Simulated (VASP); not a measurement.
# Te3H (P1) in VASP: density of states with BLYP

Aim: the density of states of Te3H with BLYP.

Everything below comes from runs of VASP 6.6.1. Logs are shortened: lines on timing, memory, paths and dates and some standing lists are left out, and cuts for length are marked.

## (1) The crystal as given

The typed cell holds 8 atoms: a = 6.567 Å, b = 6.579 Å, c = 6.028 Å, α = 90.15°, β = 89.95°, γ = 60.03°.

The cell was built by a generator and needn't be a form met in nature.

## (2) Density of states, BLYP

File POSCAR:

```
Te3H
1.0
    3.2818290400      5.6880634000      0.0027110900
   -3.2938502600      5.6950037100     -0.0087000500
    0.0104507400     -0.0031671300      6.0281628200
H Te
2 6
Direct
    0.9708300000      0.0132050000      0.9799760000
    0.0253180000      0.0011480000      0.5208330000
    0.3101780000      0.6820010000      0.2495590000
    0.3449600000      0.9930430000      0.7657190000
    0.0039730000      0.3183500000      0.2434740000
    0.6791370000      0.3057320000      0.7431070000
    0.6920690000      0.9828650000      0.2561120000
    0.9997330000      0.6773240000      0.7374330000
```

File INCAR.step1:

```
  PREC = Accurate
  ENCUT = 520
  EDIFF = 1E-7
  ISMEAR = -1
  SIGMA = 0.0906
  LREAL = F
  LASPH = T
  NELM = 100
  ALGO = Fast
  ISIF = 2
  LWAVE = F
  LCHARG = T
  GGA = B5
  ALDAX = 1.0
  AGGAX = 1.0
  AGGAC = 1.0
  ALDAC = 0.0
  NBANDS = 29
```

File KPOINTS.step1:

```
Automatic mesh
0
Gamma
  3 3 3
  0.5 0 0.5
```

File INCAR.step2:

```
  PREC = Accurate
  ENCUT = 520
  EDIFF = 1E-7
  ISMEAR = -5
  SIGMA = 0.0906
  LREAL = F
  LASPH = T
  NELM = 100
  ALGO = Fast
  ISIF = 2
  LWAVE = F
  LCHARG = F
  GGA = B5
  ALDAX = 1.0
  AGGAX = 1.0
  AGGAC = 1.0
  ALDAC = 0.0
  LORBIT = 10
  NEDOS = 1001
  ICHARG = 11
```

File KPOINTS.step2:

```
regular mesh
0
Gamma
  5 5 5
```

Potentials or basis: VASP PAW PBE potentials, release 64 (H, Te).

Launch:

```bash
$ cat potpaw_PBE.64/H/POTCAR potpaw_PBE.64/Te/POTCAR > POTCAR
$ cp INCAR.step1 INCAR
$ cp KPOINTS.step1 KPOINTS
$ mpirun -np 1 vasp_std > vasp.out
$ cp INCAR.step2 INCAR
$ cp KPOINTS.step2 KPOINTS
$ mpirun -np 1 vasp_std > vasp.out
```

OUTCAR:

```text
PREC = Accurate
   ENCUT = 520
   EDIFF = 1E-7
   ISMEAR = -5
   LREAL = F
   LASPH = T
   NELM = 100
   ISIF = 2
   GGA = B5
   LORBIT = 10
   ICHARG = 11

 ion  position               nearest neighbor table
   1  0.971  0.013  0.980-
   2  0.025  0.001  0.521-
   3  0.310  0.682  0.250-   7 3.52   8 3.59   5 3.63   4 3.64
   4  0.345  0.993  0.766-   5 3.61   3 3.64
   5  0.004  0.318  0.243-   4 3.61   3 3.63
   6  0.679  0.306  0.743-   8 3.58   7 3.59
   7  0.692  0.983  0.256-   3 3.52   8 3.54   6 3.59
   8  1.000  0.677  0.737-   7 3.54   6 3.58   3 3.59

  LATTYP: Found a triclinic cell.
 ALAT       =     6.5756928638
 B/A-ratio  =     1.9560704545
 C/A-ratio  =     1.0004954382
 COS(alpha) =     0.0001223902
 COS(beta)  =     0.5015798863
 COS(gamma) =     0.7642827733

  Lattice vectors:

 A1 = (  -6.5756793000,   0.0069403100,  -0.0114111400)
 A2 = (  -9.8470576000,  -5.6842902200,   6.0140405900)
 A3 = (  -3.2938502600,   5.6950037100,  -0.0087000500)

Analysis of symmetry for initial positions (statically):
=====================================================================
 Subroutine PRICEL returns:
 Original cell was already a primitive cell.

 Routine SETGRP: Setting up the symmetry group for a
 triclinic supercell.

 Subroutine GETGRP returns: Found  1 space group operations
 (whereof  1 operations were pure point group operations)
 out of a pool of  2 trial point group operations.

The static configuration has the point symmetry C_1 .

Analysis of symmetry for dynamics (positions and initial velocities):
=====================================================================
 Subroutine PRICEL returns:
 Original cell was already a primitive cell.

 Routine SETGRP: Setting up the symmetry group for a
 triclinic supercell.

 Subroutine GETGRP returns: Found  1 space group operations
 (whereof  1 operations were pure point group operations)
 out of a pool of  2 trial point group operations.

The dynamic configuration has the point symmetry C_1 .

 Subroutine INISYM returns: Found  1 space group operations
 (whereof  1 operations are pure point group operations),
 and found     1 'primitive' translations

----------------------------------------------------------------------------------------

                                     Primitive cell

  volume of cell :     225.6072

  direct lattice vectors                    reciprocal lattice vectors
     3.281829040  5.688063400  0.002711090     0.152168811  0.088010370 -0.000217568
    -3.293850260  5.695003710 -0.008700050    -0.151983528  0.087689444  0.000309558
     0.010450740 -0.003167130  6.028162820    -0.000287784  0.000086975  0.165888566

  length of vectors
     6.566922753  6.578950713  6.028172711     0.175787428  0.175466599  0.165888838

  position of ions in fractional coordinates (direct lattice)
     0.970830000  0.013205000  0.979976000
     0.025318000  0.001148000  0.520833000
     0.310178000  0.682001000  0.249559000
     0.344960000  0.993043000  0.765719000
     0.003973000  0.318350000  0.243474000
     0.679137000  0.305732000  0.743107000
     0.692069000  0.982865000  0.256112000
     0.999733000  0.677324000  0.737433000

  ion indices of the primitive-cell ions
   primitive index   ion index
                 1           1
                 2           2
                 3           3
                 4           4
                 5           5
                 6           6
                 7           7
                 8           8

----------------------------------------------------------------------------------------

 KPOINTS: regular mesh

Automatic generation of k-mesh.
 Grid dimensions read from file:
 generate k-points for:    5    5    5

 Generating k-lattice:

  Cartesian coordinates                     Fractional coordinates (reciprocal lattice)
     0.030433762  0.017602074 -0.000043514     0.200000000  0.000000000  0.000000000
    -0.030396706  0.017537889  0.000061912    -0.000000000  0.200000000  0.000000000
    -0.000057557  0.000017395  0.033177713     0.000000000  0.000000000  0.200000000

  Length of vectors
     0.035157486  0.035093320  0.033177768

  Shift w.r.t. Gamma in fractional coordinates (k-lattice)
     0.000000000  0.000000000  0.000000000

 TETIRR: Found    372 inequivalent tetrahedra from      750

 Subroutine IBZKPT returns following result:
 ===========================================

 Found     63 irreducible k-points:

 Following reciprocal coordinates:
            Coordinates               Weight
  0.000000  0.000000  0.000000      1.000000
  0.200000  0.000000 -0.000000      2.000000
  0.400000 -0.000000  0.000000      2.000000
 -0.000000  0.200000  0.000000      2.000000
  0.200000  0.200000  0.000000      2.000000
  0.400000  0.200000  0.000000      2.000000
[... 16 lines left out ...]
 -0.200000  0.200000  0.200000      2.000000
 -0.000000  0.400000  0.200000      2.000000
 [... further k-points ...]
   k-points           NKPTS =     63   k-points in BZ     NKDIM =     63   number of bands    NBANDS=     24
   number of dos      NEDOS =   1001   number of ions     NIONS =      8
   total plane-waves  NPLWV = 120000
   dimension x,y,z NGX =    50 NGY =   50 NGZ =   48
   dimension x,y,z NGXF=   100 NGYF=  100 NGZF=   96
   ions per type =               2   6
   NGX,Y,Z   is equivalent  to a cutoff of  12.66, 12.63, 13.24 a.u.
   NGXF,Y,Z  is equivalent  to a cutoff of  25.32, 25.27, 26.48 a.u.
 SYSTEM =  unknown system
   PREC   = accura    normal or accurate (medium, high low for compatibility)
   ISTART =      0    job   : 0-new  1-cont  2-samecut
   ICHARG =     11    charge: 1-file 2-atom 10-const
   ISPIN  =      1    spin polarized calculation?
   LNONCOLLINEAR =      F non collinear calculations
   LSORBIT =      F    spin-orbit coupling
   LASPH  =      T    aspherical Exc in radial PAW
   ENCUT  =  520.0 eV  38.22 Ry    6.18 a.u.  12.21 12.23 11.21*2*pi/ulx,y,z
   NELM   =    100;   NELMIN=  2; NELMDL=  0     # of ELM steps
   EDIFF  = 0.1E-06   stopping-criterion for ELM
   LREAL  =      F    real-space projection
   EDIFFG = 0.1E-05   stopping-criterion for IOM
   NSW    =      0    number of steps for IOM
   IBRION =     -1    ionic relax: 0-MD 1-quasi-New 2-CG
   NFREE  =      0    steps in history (QN), initial steepest desc. (CG)
   ISIF   =      2    stress and relaxation
   ISYM   =      2    0-nonsym 1-usesym 2-fastsym
   POTIM  = 0.5000    time-step for ionic-motion
   TEBEG  =    0.0;   TEEND  =   0.0 temperature during run
   PSTRESS=    0.0 pullay stress
   NELECT =      38.0000    total number of electrons
   NUPDOWN=      -1.0000    fix difference up-down
   EMIN   =  10.00;   EMAX   =-10.00  energy-range for DOS
   EFERMI =   0.00;   METHOD = LEGACY
   ISMEAR =    -5;   SIGMA  =   0.09  broadening in eV -4-tet -1-fermi 0-gaus
   EFERMI_NEDOS =   21; number of points for ismear=-14 and -15
   IALGO  =     68    algorithm
   IMIX   =      4    mixing-type and parameters
     AMIX     =   0.40;   BMIX     =  1.00
     AMIX_MAG =   1.60;   BMIX_MAG =  1.00
  volume/ion in A,a.u.               =      28.20       190.31
  Fermi-wavevector in a.u.,A,eV,Ry     =   0.904104  1.708509 11.121456  0.817404
  Thomas-Fermi vector in A             =   2.027510
   LORBIT       =     10    0 simple, 1 ext, 2 COOP (PROOUT), +10 PAW based schemes
   GGA     = B5    functional components
   LHFCALC =     F    Hartree Fock is set to
   AEXX    =    0.0000 exact exchange contribution
   IVDW    =     0    specifies the selected vdW correction
   LEPSILON=     F    determine dielectric tensor
   LRPA    =     F    only Hartree local field effects (RPA)
 non-spin polarized calculation
 RMM-DIIS sequential band-by-band and
 Fermi weights with tetrahedron method with Bloechl corrections
  energy-cutoff  :      520.00
  volume of cell :      225.61
 maximum number of plane-waves:      6109
 NGX is ok and might be reduce to    50

 number of electron      37.9999999 magnetization

 Free energy of the ion-electron system (eV)
  ---------------------------------------------------
  ext. energy  EPLUGINS =         0.00000000
  ---------------------------------------------------
  free energy    TOTEN  =       -14.85550726 eV

  energy without entropy =      -14.85550726  energy(sigma->0) =      -14.85550726

 E-fermi :   5.1016     XC(G=0):  -8.4092

 val. band max:        5.2064683744   @ k =  -0.0000   0.2000   0.4000
 cond. band min:       5.0270039318   @ k =  -0.4000  -0.4000   0.2000
 fundamental gap:     -0.1794644426
 Fermi energy:         5.1016295940

 k-point     1 :       0.0000    0.0000    0.0000
  band No.  band energies     occupation
      1      -7.2692      2.00000
      2      -5.3895      2.00000
      3      -5.1723      2.00000
      4      -5.1502      2.00000
      5      -4.9736      2.00000
      6      -4.9278      2.00000
[... 16 lines left out ...]
     23       6.5498      0.00000
     24       6.6053      0.00000

 k-point     2 :       0.2000    0.0000   -0.0000
  band No.  band energies     occupation
      1      -7.1419      2.00000
      2      -5.5373      2.00000
      3      -5.3599      2.00000
      4      -5.2499      2.00000
      5      -4.8862      2.00000
      6      -4.8372      2.00000
[... 16 lines left out ...]
     23       5.8983      0.00000
     24       6.4921      0.00000
[... 565 lines left out ...]
     23       6.0759      0.00000
     24       6.2596      0.00000

 k-point    24 :      -0.0000    0.4000    0.2000
  band No.  band energies     occupation
      1      -6.7098      2.00000
      2      -5.9492      2.00000
      3      -5.4740      2.00000
      4      -5.2898      2.00000
      5      -4.9772      2.00000
      6      -4.9598      2.00000
[... 16 lines left out ...]
     23       5.8932      0.00000
     24       6.1913      0.00000

 [... further k-points ...]

------------------------ aborting loop because EDIFF is reached ----------------------------------------

  FORCE on cell =-STRESS in cart. coord.  units (eV):
  Direction    XX          YY          ZZ          XY          YZ          ZX
  --------------------------------------------------------------------------------------
  -------------------------------------------------------------------------------------
  Total       -4.3370129     -2.5307875     -6.5481807     -0.2534608      0.1783521      0.0009555
  in kB      -30.7998293    -17.9726976    -46.5027083     -1.7999832      1.2665895      0.0067855
  external PRESSURE =     -31.7584117 kB  Pullay stress =       0.0000000 kB

 VOLUME and BASIS-vectors are now :
 -----------------------------------------------------------------------------
  energy-cutoff  :      520.00
  volume of cell :      225.61
      direct lattice vectors                 reciprocal lattice vectors
     3.281829040  5.688063400  0.002711090     0.152168811  0.088010370 -0.000217568
    -3.293850260  5.695003710 -0.008700050    -0.151983528  0.087689444  0.000309558
     0.010450740 -0.003167130  6.028162820    -0.000287784  0.000086975  0.165888566

 POSITION                                       TOTAL-FORCE (eV/Angst)
 -----------------------------------------------------------------------------------
      3.15284      5.59424      5.90997        -0.612191     -0.188368     -0.276071
      0.08475      0.14890      3.13972         0.097215      0.335314      0.247592
     -1.22585      5.64752      1.49929         0.243635     -0.049575      0.101364
     -2.13083      7.61511      4.60817         0.244228      0.413343      0.217788
     -1.03301      1.83483      1.46494        -0.155401      0.433112     -0.069847
      1.22954      5.60177      4.47875         0.057420     -0.054688      0.042497
     -0.96348      9.53314      1.53721        -0.048451     -0.541856      0.039335
      1.05766      9.54157      4.44218         0.173546     -0.347282     -0.302656
 -----------------------------------------------------------------------------------
    total drift:                               -0.001075      0.004935     -0.000118

  FREE ENERGIE OF THE ION-ELECTRON SYSTEM (eV)
  ---------------------------------------------------
  free  energy   TOTEN  =       -14.8555072624 eV

  energy  without entropy=      -14.8555072624  energy(sigma->0) =      -14.85550726

 total charge

# of ion       s       p       d       tot
------------------------------------------
    1        0.397   0.009   0.000   0.407
    2        0.395   0.009   0.000   0.405
    3        1.454   1.745   0.023   3.222
    4        1.454   1.742   0.023   3.219
    5        1.453   1.715   0.022   3.189
    6        1.456   1.740   0.026   3.221
    7        1.455   1.731   0.025   3.211
    8        1.456   1.727   0.025   3.207
--------------------------------------------------
tot          9.520  10.418   0.143  20.081
```

Run time: 6.6 min. Hardware: 1 thread of Intel Xeon Platinum 8259CL at 2.50GHz (Skylake/Cascade Lake), shared host; peak memory 0.49 GiB.

What came out:

* Valence electrons inside the program's atomic spheres: H 0.41; Te 3.22, 3.19, 3.21

Levels at points of the mesh, in eV from the Fermi level:
```csv
k point,band 17,band 18,band 19,band 20,band 21,band 22
"(0.00, 0.00, 0.00)",-1.09,-0.99,-0.92,-0.61,0.65,0.68
```

States per cell in windows of 1 eV (zero at the Fermi level; states under -8 eV left out):
| from (eV) | total | Te3_p | Te5_p | Te7_p | Te4_p | Te8_p | Te6_p |
| --- | --- | --- | --- | --- | --- | --- | --- |
| -8.0 | 0.00 | 0.00 | 0.00 | 0.00 | 0.00 | 0.00 | 0.00 |
| -7.0 | 0.00 | 0.00 | 0.00 | 0.00 | 0.00 | 0.00 | 0.00 |
| -6.0 | 0.43 | 0.01 | 0.01 | 0.02 | 0.02 | 0.02 | 0.02 |
| -5.0 | 3.57 | 0.13 | 0.12 | 0.14 | 0.12 | 0.14 | 0.17 |
| -4.0 | 4.05 | 0.25 | 0.23 | 0.27 | 0.25 | 0.27 | 0.25 |
| -3.0 | 4.91 | 0.34 | 0.32 | 0.32 | 0.33 | 0.32 | 0.32 |
| -2.0 | 5.77 | 0.44 | 0.43 | 0.41 | 0.44 | 0.40 | 0.41 |
| -1.0 | 7.41 | 0.58 | 0.62 | 0.59 | 0.60 | 0.59 | 0.56 |
| 0.0 | 8.91 | 0.81 | 0.84 | 0.82 | 0.79 | 0.80 | 0.75 |
| 1.0 | 1.01 | 0.10 | 0.10 | 0.10 | 0.10 | 0.10 | 0.09 |

Caveat: the k mesh is coarse (spacing up to 0.37 Å⁻¹), so the values aren't converged; the PAW data sets were made with another functional, which shifts forces and pressure a little; tetrahedron occupations give inexact forces and stress in metals.
